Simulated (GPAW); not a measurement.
Crystal: TiO2 (Anatase).

```
Ti O
1.0
    -1.89210    1.89210    4.75730
     1.89210   -1.89210    4.75730
     1.89210    1.89210   -4.75730
Ti O
2 4
Direct
  0.75000 0.25000 0.50000
  0.00000 0.00000 0.00000
  0.79190 0.79190 0.00000
  0.54190 0.04190 0.50000
  0.95810 0.45810 0.50000
  0.20810 0.20810 0.00000
```

Base run:

```yaml
Program: GPAW 26.7.0
Functional: LDA
Potentials_or_basis: the program's PAW data sets (release 1.2.1) made for this functional
Cutoff: 800 eV
Basis: pw
k_mesh: 7 × 7 × 7
Occupations: fermi-dirac, width 0.05 eV
Spin: no spin polarisation
```

Its results: band gap on the k mesh 2.02 eV, indirect (least direct gap 2.37 eV); pressure -5.6 GPa; largest force 0.088 eV/Å.

The run is repeated on the same cell with these changes: functional from LDA to PBEsol; potentials or basis from the program's PAW data sets (release 1.2.1) made for this functional to PAW data sets generated in the run's folder for this functional. What comes out?

Band gap on the k mesh 2.08 eV, indirect (least direct gap 2.42 eV); pressure 0.3 GPa; largest force 0.031 eV/Å.

Not every run made on this cell is shown here.
